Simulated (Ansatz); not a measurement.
# HfO2 (Fm-3m) in Ansatz: further runs

Aim: see how the results for HfO2 move with the level of theory and the settings. Levels: PBE, PBEsol. Tasks: elastic constants, Born charges and dielectric tensor, phonons.

All numbers are computed with Ansatz 0.2.0; they aren't measurements. Logs are shortened: lines on timing, memory, paths and dates and some standing lists are left out, and cuts for length are marked.

### 1 The structure

It takes space group Fm-3m (No. 225, cubic). Conventional cell: a = 5.115 Å, b = 5.115 Å, c = 5.115 Å, α = 90.00°, β = 90.00°, γ = 90.00°. Hf (site symmetry m-3m) has 8 O at 2.21 Å as nearest neighbours. O (site symmetry -43m) has 4 Hf at 2.21 Å as nearest neighbours.

Measurements of this composition are mostly on another form, of space group No. 14.

### 2 Elastic constants, PBE

File input.yaml:

```yaml
crystal:
  lattice:
    - [0.0, 2.5575, 2.5575]
    - [2.5575, 0.0, 2.5575]
    - [2.5575, 2.5575, 0.0]
  atoms:
    - { symbol: Hf, position: [0.0, 0.0, 0.0] }
    - { symbol: O, position: [0.75, 0.75, 0.75] }
    - { symbol: O, position: [0.25, 0.25, 0.25] }
hamiltonian:
  xc: pbe
  pseudopotentials: { kind: paw }
kpoints:
  mp_grid: { grid: [7, 7, 7] }
scf:
  occupations: { method: fixed }
output:
  forces: true
  stress: true
elastic:
  mode: relaxed_ion
  stencil: two_point
```

Potentials or basis: Ansatz PAW.

Run with:

```bash
ansatz run input.yaml --threads 2 --pin off --max-ram 5632MiB --backend cpu --events-out ev --progress --plain --runs-dir out
```

The program printed:

```text
Warning: RAYON_NUM_THREADS=2 ignored (pool sized by the plan → 2); use --threads N
Engine: ansatz 0.2.0, x86_64-unknown-linux-gnu
Pseudopotentials: kind: paw
Pseudopotential: Hf, paw, valence charge 26, recommended cutoff 420 eV (normal), Hf.paw.azcp
Pseudopotential: O, paw, valence charge 6, recommended cutoff 420 eV (normal), O.paw.azcp
Functional definition: PBE
  parameter kappa = 0.804
  parameter beta = 0.06672455060314922
  exchange = pbe_x(kappa = kappa, mu = beta*pi^2/3)
  correlation = pbe_c(beta = beta)
Crystal: 3 atoms, lattice volume = 33.456 Å³
Basis set: ecut = 420 eV, 645 PW (Γ), exchange–correlation on 50×50×50 points (8 copies of the dense FFT grid, shifted against one another)
Bands: 23, of which v1, the nominal top of the filled ones, is band 19 counted from 1 (18 counted from 0)
Symmetry: 48 space group operations
Space group: Fm-3m (ITA 225), of the structure as read, at distance tolerance 3.2e-5 Å
k-points: 20 of 343
Non-local potential: Hf, projectors of the file, l = 0: 3, l = 1: 2, l = 2: 2, l = 3: 3
Non-local potential: O, projectors of the file, l = 0: 2, l = 1: 2, l = 2: 1
PAW form: soft (Blöchl's): semilocal exchange-correlation on the pseudo side does not see the compensation charge
PAW one-centre angular grid: Hf, 590 points (default); XC on 64 Gauss nodes
PAW one-centre angular grid: O, 110 points (default); XC on 64 Gauss nodes
Initial density: superposition of atomic densities (neutral atoms: chi_scale 0, normalization atom), corrected by the library's trained network
Initial wavefunctions: pseudopotential atomic-orbital guess
Functional: x = pbe(κ = 0.804, μ = 0.2195149727645171), c = pbe(β = 0.06672455060314922)
SCF iter   1: F=—  HF=-16861.406623 eV  |F-HF|=—  |Δ(HF+E_count)|=         —  Δρ=2.41e-3  dr2=1.40e-3  ethr=1.77e-3  ⟨swp⟩=4.0  Hψ=1493  notcnv=0  defer=39
preconditioner: auto → none  [insulator: Δε(μ)=3.920 eV  Ē_g=18.152 eV  n_scr=14 (ndim 8)  ℏωp=38.5 eV  f_vac=0.066  ε∞_Penn≈5.5]
SCF iter   2: F=—  HF=-16861.407598 eV  |F-HF|=—  |Δ(HF+E_count)|=   9.75e-4  Δρ=1.83e-3  dr2=8.12e-4  ethr=3.69e-6  ⟨swp⟩=2.0  Hψ=995  notcnv=0  defer=40
SCF iter   3: F=—  HF=-16861.407485 eV  |F-HF|=—  |Δ(HF+E_count)|=   1.12e-4  Δρ=6.75e-4  dr2=5.69e-5  ethr=2.14e-6  ⟨swp⟩=2.0  Hψ=690  notcnv=0  defer=40
SCF iter   4: F=—  HF=-16861.407763 eV  |F-HF|=—  |Δ(HF+E_count)|=   2.78e-4  Δρ=1.14e-4  dr2=3.60e-6  ethr=1.50e-7  ⟨swp⟩=2.0  Hψ=857  notcnv=0  defer=37
SCF iter   5: F=—  HF=-16861.407761 eV  |F-HF|=—  |Δ(HF+E_count)|=   1.96e-6  Δρ=5.50e-5  dr2=6.70e-7  ethr=9.47e-9  ⟨swp⟩=2.1  Hψ=700  notcnv=0
SCF iter   6: F=—  HF=-16861.407761 eV  |F-HF|=—  |Δ(HF+E_count)|=   1.09e-7  Δρ=2.25e-5  dr2=8.83e-8  ethr=1.76e-9  ⟨swp⟩=2.9  Hψ=849  notcnv=0
SCF iter   7: F=—  HF=-16861.407761 eV  |F-HF|=—  |Δ(HF+E_count)|=  8.26e-10  Δρ=6.34e-6  dr2=1.10e-8  ethr=2.32e-10  ⟨swp⟩=2.2  Hψ=770  notcnv=0
SCF iter   8: F=—  HF=-16861.407761 eV  |F-HF|=—  |Δ(HF+E_count)|=   2.23e-9  Δρ=2.21e-6  dr2=1.28e-9  ethr=2.91e-11  ⟨swp⟩=2.0  Hψ=521  notcnv=0
SCF iter   9: F=—  HF=-16861.407761 eV  |F-HF|=—  |Δ(HF+E_count)|=  2.84e-10  Δρ=1.88e-7  dr2=8.39e-12  ethr=3.37e-12  ⟨swp⟩=2.5  Hψ=729  notcnv=0
SCF iter  10: F=-16861.407761 eV  HF=-16861.407761 eV  |F-HF|=7.28e-12  |Δ(HF+E_count)|=    0.00e0  Δρ=1.95e-8  dr2=5.99e-14  ethr=1.00e-12  ⟨swp⟩=5.6  Hψ=2516  notcnv=0
SCF 1 converged in 10 iterations: F = -16861.407761 eV  dr2 = 5.99e-14
Crystal: 3 atoms, lattice volume = 33.389 Å³
Symmetry: 16 space group operations
k-points: 40 of 343
Initial density: handed on by an earlier stage of this run
Initial wavefunctions: those handed on with the density
iter 1 solved again at ethr=6.89e-8 eV; its pass at ethr=3.10e-3 eV (dr2=2.62e-5 eV) is discarded
SCF iter   1: F=—  HF=-16861.408322 eV  |F-HF|=—  |Δ(HF+E_count)|=         —  Δρ=3.23e-4  dr2=2.27e-5  ethr=6.89e-8  ⟨swp⟩=2.2  Hψ=4187  notcnv=0  defer=76
[... 34 lines left out ...]
SCF iter  10: F=-16861.407550 eV  HF=-16861.407550 eV  |F-HF|=0.00e0  |Δ(HF+E_count)|=  7.28e-12  Δρ=5.39e-9  dr2=4.26e-15  ethr=1.00e-12  ⟨swp⟩=4.1  Hψ=5383  notcnv=0
SCF 4 converged in 10 iterations: F = -16861.407550 eV  dr2 = 4.26e-15
relax step   1: F+E_penalty+E_count = -16861.40754981 eV  Δ(F+E_penalty+E_count) = +0.000e0 eV  max|allowed force component| = 1.240e-2 eV/Å  Δτ_max = 0.0000 Å  (10 SCF iters, accepted)
iter 1 solved again at ethr=2.97e-9 eV; its pass at ethr=3.10e-3 eV (dr2=1.13e-6 eV) is discarded
SCF iter   1: F=—  HF=-16861.407455 eV  |F-HF|=—  |Δ(HF+E_count)|=         —  Δρ=6.66e-5  dr2=1.12e-6  ethr=2.97e-9  ⟨swp⟩=1.8  Hψ=5474  notcnv=0  defer=17
preconditioner: auto → none  [insulator: Δε(μ)=3.902 eV  Ē_g=18.157 eV  n_scr=14 (ndim 8)  ℏωp=38.5 eV  f_vac=0.071  ε∞_Penn≈5.5]
[... 51 lines left out ...]
SCF iter   8: F=-16861.407558 eV  HF=-16861.407558 eV  |F-HF|=3.64e-12  |Δ(HF+E_count)|=  3.64e-12  Δρ=1.17e-8  dr2=1.00e-14  ethr=1.00e-12  ⟨swp⟩=4.4  Hψ=5403  notcnv=0
SCF 9 converged in 8 iterations: F = -16861.407558 eV  dr2 = 1.00e-14
relax step   2: F+E_penalty+E_count = -16861.40755830 eV  Δ(F+E_penalty+E_count) = -8.489e-6 eV  max|allowed force component| = 1.096e-6 eV/Å  Δτ_max = 0.0007 Å  (8 SCF iters, accepted)
iter 1 solved again at ethr=1.50e-11 eV; its pass at ethr=3.10e-3 eV (dr2=5.69e-9 eV) is discarded
SCF iter   1: F=—  HF=-16861.407455 eV  |F-HF|=—  |Δ(HF+E_count)|=         —  Δρ=5.10e-6  dr2=5.47e-9  ethr=1.50e-11  ⟨swp⟩=2.3  Hψ=6082  notcnv=0  defer=7
SCF iter   2: F=—  HF=-16861.407558 eV  |F-HF|=—  |Δ(HF+E_count)|=   1.03e-4  Δρ=6.44e-6  dr2=1.24e-8  ethr=1.44e-11  ⟨swp⟩=3.0  Hψ=3131  notcnv=0  defer=7
SCF iter   3: F=—  HF=-16861.407558 eV  |F-HF|=—  |Δ(HF+E_count)|=   2.71e-9  Δρ=2.37e-6  dr2=1.41e-9  ethr=1.44e-11  ⟨swp⟩=2.0  Hψ=2164  notcnv=0  defer=7
SCF iter   4: F=—  HF=-16861.407558 eV  |F-HF|=—  |Δ(HF+E_count)|=  6.18e-11  Δρ=1.43e-6  dr2=4.49e-10  ethr=3.72e-12  ⟨swp⟩=2.0  Hψ=1556  notcnv=0  defer=7
SCF iter   5: F=—  HF=-16861.407558 eV  |F-HF|=—  |Δ(HF+E_count)|=  1.82e-11  Δρ=1.13e-6  dr2=2.71e-10  ethr=1.18e-12  ⟨swp⟩=1.0  Hψ=1472  notcnv=0  defer=7
SCF iter   6: F=—  HF=-16861.407558 eV  |F-HF|=—  |Δ(HF+E_count)|=  4.00e-11  Δρ=8.89e-7  dr2=1.66e-10  ethr=7.12e-13 (applied; sched 1.00e-12)  ⟨swp⟩=1.0  Hψ=1472  notcnv=0  defer=7
SCF iter   7: F=—  HF=-16861.407558 eV  |F-HF|=—  |Δ(HF+E_count)|=  1.82e-11  Δρ=5.00e-7  dr2=5.32e-11  ethr=4.37e-13 (applied; sched 1.00e-12)  ⟨swp⟩=1.6  Hψ=1512  notcnv=0  defer=7
SCF iter   8: F=—  HF=-16861.407558 eV  |F-HF|=—  |Δ(HF+E_count)|=  1.09e-11  Δρ=1.81e-7  dr2=6.84e-12  ethr=1.40e-13 (applied; sched 1.00e-12)  ⟨swp⟩=2.0  Hψ=1746  notcnv=0  defer=7
SCF iter   9: F=—  HF=-16861.407558 eV  |F-HF|=—  |Δ(HF+E_count)|=  7.28e-12  Δρ=7.29e-8  dr2=1.08e-12  ethr=1.80e-14 (applied; sched 1.00e-12)  ⟨swp⟩=2.7  Hψ=2372  notcnv=0  defer=7
SCF iter  10: F=-16861.407558 eV  HF=-16861.407558 eV  |F-HF|=3.64e-12  |Δ(HF+E_count)|=    0.00e0  Δρ=1.07e-9  dr2=1.41e-16  ethr=1.00e-12  ⟨swp⟩=3.0  Hψ=5938  notcnv=0
SCF 10 converged in 10 iterations: F = -16861.407558 eV  dr2 = 1.41e-16
SCF converged after 10 iterations
Free energy (F): -16861.407761 eV
Harris-Foulkes:  -16861.407761 eV  (|F-HF|=7.28e-12)
Internal energy: -16861.407761 eV  (E = F + TS)
E sigma→0 (E₀):  -16861.407761 eV
Fermi energy:    15.436172 eV
--- Per-component energies (eV) ---
  E_band       = 31.853100
  E_kinetic    = 769.819276
  E_local      = -5811.757831  (includes V_loc(G=0)·N_el)
  E_nonlocal   = -1147.579738
  E_hartree    = 2659.724990
  E_xc         = -447.323651
  E_vxc        = -454.249053  (∫ρ·V_xc dr)
  E_paw        = -7242.188603  (= ΣΔE_a)
  E_vpaw       = 1356.165493  (= ΣTr[D̂ρ^β])
  E_aug_tail   = 0.004955  (compensation charges beyond the density's cutoff)
  E_ewald      = -5642.107159
  E_smearing   = -0.000000  (= −TS)
  E_closure    = -0.000000  (closes the sum)
  Σ components = -16861.407761   (vs F -16861.407761, Δ=0.00e0)
--- Forces (eV/Å), atoms counted from 1 ---
  atom   1  Hf    -0.00000000     0.00000000     0.00000000
  atom   2  O      0.00000000     0.00000000     0.00000000
  atom   3  O      0.00000000     0.00000000     0.00000000
  max |Σ_I F_I| component: 4.05e-18 eV/Å
--- Stress (GPa, compression-positive) ---
       -2.462005       0.000000      -0.000000
       -0.000000      -2.462005       0.000000
       -0.000000       0.000000      -2.462005
  P = ⅓ Tr σ = -2.4620 GPa (-24.620 kbar)
--- Band table (eV; the first three rows and the last of 20) ---
  k-point 0: bands = ["-45.6329", "-14.1575", "-14.1575", "-14.1575", "-3.0841", "-0.3480", "4.4658", "4.4658", "4.4658", "4.5271", "4.5271", "4.5271", "4.7220", "10.2961", "10.2961", "10.2961", "14.9190", "14.9190", "14.9190", "19.3478", "19.3478", "21.1025", "25.6340"]
  k-point 1: bands = ["-45.6306", "-14.2354", "-14.1661", "-14.1661", "-2.8356", "-0.5184", "4.4695", "4.4695", "4.4707", "4.5207", "4.5207", "4.5273", "4.6699", "10.4875", "10.4875", "10.8194", "14.3411", "14.5738", "14.5738", "19.6855", "19.6855", "21.8625", "24.8246"]
  k-point 2: bands = ["-45.6255", "-14.4030", "-14.1853", "-14.1853", "-2.2908", "-0.8330", "4.4757", "4.4757", "4.4853", "4.5098", "4.5098", "4.5277", "4.5876", "10.9251", "10.9251", "11.9356", "13.3012", "14.0122", "14.0122", "20.0890", "20.0890", "22.3240", "24.6328"]
  k-point 19: bands = ["-45.6171", "-14.4457", "-14.4016", "-14.2584", "-1.3198", "-1.2040", "4.4894", "4.4897", "4.4955", "4.5000", "4.5023", "4.5134", "4.5224", "10.1995", "10.8867", "12.7244", "13.0521", "14.2092", "15.1661", "20.0554", "20.6592", "22.3472", "22.6065"]
--- Elastic constants: 2 strain directions × 2 members + reference (group order 48) ---
  dense FFT box of the reference and of every strained cell: 25×25×25
  strains applied: 11, 23; error gains: componentwise 1.00 (the most a stress slope's error grows in a printed constant), spectral 1.73 (1 for all six strains in a standard setting)
  C = ∂σ_k/∂η_j (tension-positive GPa; Voigt order 11 22 33 23 13 12):
       530.988     86.941     86.941      0.000     -0.000     -0.000
        86.941    530.988     86.941     -0.000     -0.000     -0.000
        86.941     86.941    530.988     -0.000      0.000      0.000
         0.000      0.000      0.000     62.187     -0.000      0.000
         0.000     -0.000     -0.000      0.000     62.187     -0.000
        -0.000      0.000      0.000     -0.000     -0.000     62.187
  reference stress σ⁰ (GPa):      2.462      2.462      2.462     -0.000      0.000     -0.000
  C* (energy form; C + prestress term) asymmetry max|C*_kj − C*_jk| = 1.421e-14 GPa — a small one proves nothing (zero by symmetry where the batch's group is 432, −43m or m−3m); a large one is finite-difference/SCF noise where every solve meets its electron count
  moduli (Voigt/Reuss/Hill, GPa): K = 234.96/234.96/234.96   G = 126.12/87.34/106.73   E = 278.08   ν = 0.303
  mechanically stable: yes (min eigenvalue of sym C = 62.19 GPa)
  strain η (Voigt 11):  stress-route row diagonal C_11 = 530.99 GPa, energy-path curvature d²(F+E_count+ΔE)/dδ²/Ω₀ = 533.50 GPa
         δ    σ_11 (GPa)             F (eV)   n_scf  n_hpsi   n_pw
    -2.000e-3       1.3957      -16861.4084248       8   18566    663   relax 0 steps, max|allowed force component| 8.67e-18 eV/Å
     2.000e-3       3.5197      -16861.4063409       7   16411    668   relax 0 steps, max|allowed force component| 1.39e-17 eV/Å
  strain η (Voigt 23):  stress-route row diagonal C_44 = 62.19 GPa, energy-path curvature d²(F+E_count+ΔE)/dδ²/Ω₀ = 65.02 GPa
         δ    σ_23 (GPa)             F (eV)   n_scf  n_hpsi   n_pw
    -2.000e-3      -0.1244      -16861.4075583      10   28829    665   relax 3 steps, max|allowed force component| 1.15e-7 eV/Å
     2.000e-3       0.1244      -16861.4075583      10   28793    665   relax 2 steps, max|allowed force component| 1.10e-6 eV/Å
```

It took 14 s on 2 threads of AMD EPYC 7R43 (Zen 3), shared host; peak memory 0.39 GiB.

Results:

* Free energy: -16861.4078 eV
* Pressure: -2.5 GPa
* Band gap on the k mesh: 3.90 eV, indirect (least direct gap 4.07 eV)
* Elastic constants C11, C12, C44: 531, 87, 62 GPa
* Voigt bulk modulus: 235 GPa

Levels at points of the mesh, in eV from the valence-band top:
```
           k point  band 16  band 17  band 18  band 19  band 20  band 21  band 22  band 23
(0.00, 0.00, 0.00)    -5.14    -0.52    -0.52    -0.52     3.91     3.91     5.67    10.20
```

Elastic tensor in Voigt notation (GPa, in the Cartesian axes of the cell as first typed):
```
531  87  87   0   0   0
 87 531  87   0   0   0
 87  87 531   0   0   0
  0   0   0  62   0   0
  0   0   0   0  62   0
  0   0   0   0   0  62
```

Caveat: odd divisions of the mesh miss points on the zone boundary, where band edges often lie, so the gap on the mesh can be too wide; the pressure holds a Pulay correction of +0.8 GPa for the finite cutoff; spin-orbit coupling is left out, which moves the levels of the heavy elements.

### 3 Born charges and dielectric tensor, PBE

input.yaml, as its differences from that of step 2:

```diff
@@ -13,3 +13,3 @@
 kpoints:
-  mp_grid: { grid: [7, 7, 7] }
+  mp_grid: { grid: [9, 9, 9] }
 scf:
@@ -17,6 +17,4 @@
 output:
-  forces: true
-  stress: true
-elastic:
-  mode: relaxed_ion
-  stencil: two_point
+  eigenvalues: true
+dielectric:
+  method: response
```

Potentials or basis: Ansatz PAW.

Run with:

```bash
ansatz run input.yaml --threads 2 --pin off --max-ram 5632MiB --backend cpu --events-out ev --progress --plain --runs-dir out
```

The program printed:

```text
Warning: RAYON_NUM_THREADS=2 ignored (pool sized by the plan → 2); use --threads N
[... 9 set-up lines as earlier in the session ...]
Crystal: 3 atoms, lattice volume = 33.456 Å³
Basis set: ecut = 420 eV, 645 PW (Γ), exchange–correlation on 50×50×50 points (8 copies of the dense FFT grid, shifted against one another)
Bands: 23, of which v1, the nominal top of the filled ones, is band 19 counted from 1 (18 counted from 0)
[... 1 set-up line as earlier in the session ...]
k-points: 75 of 729 (irreducible under 8 space group operations, time reversal used)
[... 8 set-up lines as earlier in the session ...]
SCF iter   1: F=—  HF=-16861.406532 eV  |F-HF|=—  |Δ(HF+E_count)|=         —  Δρ=2.41e-3  dr2=1.41e-3  ethr=1.77e-3  ⟨swp⟩=4.0  Hψ=5598  notcnv=0  defer=150
preconditioner: auto → none  [insulator: Δε(μ)=3.846 eV  Ē_g=18.148 eV  n_scr=14 (ndim 8)  ℏωp=38.5 eV  f_vac=0.066  ε∞_Penn≈5.5]
SCF iter   2: F=—  HF=-16861.407468 eV  |F-HF|=—  |Δ(HF+E_count)|=   9.36e-4  Δρ=1.84e-3  dr2=8.24e-4  ethr=3.72e-6  ⟨swp⟩=2.0  Hψ=3710  notcnv=0  defer=150
SCF iter   3: F=—  HF=-16861.407354 eV  |F-HF|=—  |Δ(HF+E_count)|=   1.14e-4  Δρ=6.77e-4  dr2=5.72e-5  ethr=2.17e-6  ⟨swp⟩=2.0  Hψ=2598  notcnv=0  defer=150
SCF iter   4: F=—  HF=-16861.407534 eV  |F-HF|=—  |Δ(HF+E_count)|=   1.80e-4  Δρ=1.21e-4  dr2=4.12e-6  ethr=1.50e-7  ⟨swp⟩=2.0  Hψ=3227  notcnv=0  defer=147
SCF iter   5: F=—  HF=-16861.407532 eV  |F-HF|=—  |Δ(HF+E_count)|=   1.73e-6  Δρ=5.50e-5  dr2=6.55e-7  ethr=1.08e-8  ⟨swp⟩=2.1  Hψ=2242  notcnv=0
SCF iter   6: F=—  HF=-16861.407535 eV  |F-HF|=—  |Δ(HF+E_count)|=   2.57e-6  Δρ=9.69e-6  dr2=1.52e-8  ethr=1.72e-9  ⟨swp⟩=2.0  Hψ=3060  notcnv=0
SCF iter   7: F=—  HF=-16861.407535 eV  |F-HF|=—  |Δ(HF+E_count)|=   1.68e-8  Δρ=6.94e-6  dr2=1.47e-8  ethr=4.00e-11  ⟨swp⟩=2.3  Hψ=3193  notcnv=0
SCF iter   8: F=—  HF=-16861.407535 eV  |F-HF|=—  |Δ(HF+E_count)|=   3.46e-9  Δρ=1.62e-6  dr2=7.10e-10  ethr=3.87e-11  ⟨swp⟩=2.0  Hψ=2063  notcnv=0
SCF iter   9: F=-16861.407535 eV  HF=-16861.407535 eV  |F-HF|=1.09e-11  |Δ(HF+E_count)|=  1.09e-10  Δρ=2.00e-7  dr2=9.79e-12  ethr=1.00e-12  ⟨swp⟩=4.1  Hψ=5958  notcnv=0
SCF 1 converged in 9 iterations: F = -16861.407535 eV  dr2 = 9.79e-12
NSCF: frozen V_eff on 5 k-points
DFPT response loops at Γ: preconditioner auto → none (the input reference at scf.mixing.eps_inf says where Resta's filter doesn't serve); β = 0.50; Broyden in place of MSR1
SCF converged after 9 iterations
Free energy (F): -16861.407535 eV
Harris-Foulkes:  -16861.407535 eV  (|F-HF|=1.09e-11)
Internal energy: -16861.407535 eV  (E = F + TS)
E sigma→0 (E₀):  -16861.407535 eV
Fermi energy:    15.474541 eV
--- Per-component energies (eV) ---
  E_band       = 31.853842
  E_kinetic    = 769.824255
  E_local      = -5811.756970  (includes V_loc(G=0)·N_el)
  E_nonlocal   = -1147.585977
  E_hartree    = 2659.723956
  E_xc         = -447.324946
  E_vxc        = -454.250700  (∫ρ·V_xc dr)
  E_paw        = -7242.185650  (= ΣΔE_a)
  E_vpaw       = 1356.170533  (= ΣTr[D̂ρ^β])
  E_aug_tail   = 0.004955  (compensation charges beyond the density's cutoff)
  E_ewald      = -5642.107159
  E_smearing   = -0.000000  (= −TS)
  E_closure    = 0.000000  (closes the sum)
  Σ components = -16861.407535   (vs F -16861.407535, Δ=0.00e0)
--- Band table (eV; the first three rows and the last of 75) ---
  k-point 0: bands = ["-45.6329", "-14.1575", "-14.1575", "-14.1575", "-3.0841", "-0.3480", "4.4659", "4.4659", "4.4659", "4.5272", "4.5272", "4.5272", "4.7221", "10.2960", "10.2960", "10.2960", "14.9190", "14.9190", "14.9190", "19.3478", "19.3478", "21.1025", "25.6340"]
  k-point 1: bands = ["-45.6315", "-14.2061", "-14.1628", "-14.1628", "-2.9297", "-0.4557", "4.4682", "4.4682", "4.4688", "4.5231", "4.5231", "4.5273", "4.6883", "10.4145", "10.4145", "10.6230", "14.5470", "14.6958", "14.6958", "19.5702", "19.5702", "21.6030", "25.0889"]
  k-point 2: bands = ["-45.6279", "-14.3257", "-14.1763", "-14.1763", "-2.5412", "-0.6998", "4.4734", "4.4734", "4.4779", "4.5142", "4.5142", "4.5276", "4.6212", "10.7198", "10.7198", "11.4236", "13.7589", "14.2436", "14.2436", "19.9583", "19.9583", "22.3558", "24.4231"]
  k-point 74: bands = ["-45.6171", "-14.4511", "-14.3913", "-14.2643", "-1.2628", "-1.2584", "4.4889", "4.4930", "4.4949", "4.4988", "4.5019", "4.5144", "4.5207", "10.2872", "10.7191", "12.7314", "13.1429", "14.1977", "15.1793", "20.1642", "20.5662", "22.3757", "22.5567"]
--- Dielectric response (ions clamped): 1 representative field direction + reference, on 75 of 729 k-points (Σ response iterations 7) ---
  k mesh reduced under 8 symmetry operations, with k and −k counted as one. Each operation leaves every solved perturbation unchanged. A smaller set is not considered because the run solves the response to a homogeneous field
  ε∞ (high-frequency dielectric tensor):
        5.311656    -0.000000    -0.000000
        0.000000     5.311656     0.000000
        0.000000    -0.000000     5.311656
  Born effective charges Z* (e; rows j = field, columns β = displacement):
    site 0:
         5.53986   -0.00000    0.00000
         0.00000    5.53986    0.00000
         0.00000   -0.00000    5.53986
    site 1:
        -2.76993    0.00000   -0.00000
        -0.00000   -2.76993   -0.00000
         0.00000    0.00000   -2.76993
    site 2:
        -2.76993    0.00000   -0.00000
        -0.00000   -2.76993   -0.00000
         0.00000    0.00000   -2.76993
  Z* charge neutrality: 1.990e-5 e pre-enforcement
  k-mesh period / interband length: 32.6 Å / 1.38 Å = 23.64 at k = (0.0000, 0.0000, 0.0000), direct gap 4.429 eV — 14 or more, which is no proof of convergence
```

It took 12 s on 2 threads of AMD EPYC 7R43 (Zen 3), shared host; peak memory 0.52 GiB.

Results:

* Free energy: -16861.4075 eV
* Band gap on the k mesh: 3.83 eV, indirect (least direct gap 3.94 eV)
* Electronic dielectric tensor (diagonal): 5.31
* Born charges (mean of the diagonal): Hf +5.54; O -2.77 e

Electronic dielectric tensor:
```
5.31 0.00 0.00
0.00 5.31 0.00
0.00 0.00 5.31
```

Born effective charge tensors (e):
atom 1, Hf
```
5.54 0.00 0.00
0.00 5.54 0.00
0.00 0.00 5.54
```
atom 2, O
```
-2.77  0.00  0.00
 0.00 -2.77  0.00
 0.00  0.00 -2.77
```
atom 3, O
```
-2.77  0.00  0.00
 0.00 -2.77  0.00
 0.00  0.00 -2.77
```

Caveat: odd divisions of the mesh miss points on the zone boundary, where band edges often lie, so the gap on the mesh can be too wide; spin-orbit coupling is left out, which moves the levels of the heavy elements.

(Continued in part 2 of 2.)
